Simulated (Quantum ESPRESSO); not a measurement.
The system is Cu.

```
Cu
1.0
     0.00000    1.80750    1.80750
     1.80750    0.00000    1.80750
     1.80750    1.80750    0.00000
Cu
1
Direct
  0.00000 0.00000 0.00000
```

| Item | Value |
| --- | --- |
| Program | Quantum ESPRESSO 7.5 |
| Task | single point |
| Functional | PBEsol |
| Potentials or basis | GBRV 1.5 PBEsol |
| Cutoff | 762 eV |
| Density cutoff | 6095 eV |
| k mesh | 13 × 13 × 13 |
| Occupations | fermi-dirac, width 0.05 eV |
| Spin | no spin polarisation |

On this cell: pressure -6.6 GPa; band gap on the k mesh none (metal or under the smearing width).

The same run follows on a disturbed copy (cell strained at random at fixed volume):

```
CELL_PARAMETERS angstrom
-0.00858 1.79575 1.80169
1.82295 -0.02405 1.81716
1.79533 1.78360 0.00357
ATOMIC_POSITIONS crystal
Cu 0.00146 0.97571 0.02932
```

Problem. What does the disturbed cell give?

Solution. The energy (extrapolated to zero smearing) moves by +1.5 meV/atom; pressure -6.5 GPa; band gap on the k mesh none (metal or under the smearing width).

Stress tensor (GPa, compression positive):
```
-6.55  1.53 -0.76
 1.53 -6.23  0.53
-0.76  0.53 -6.64
```
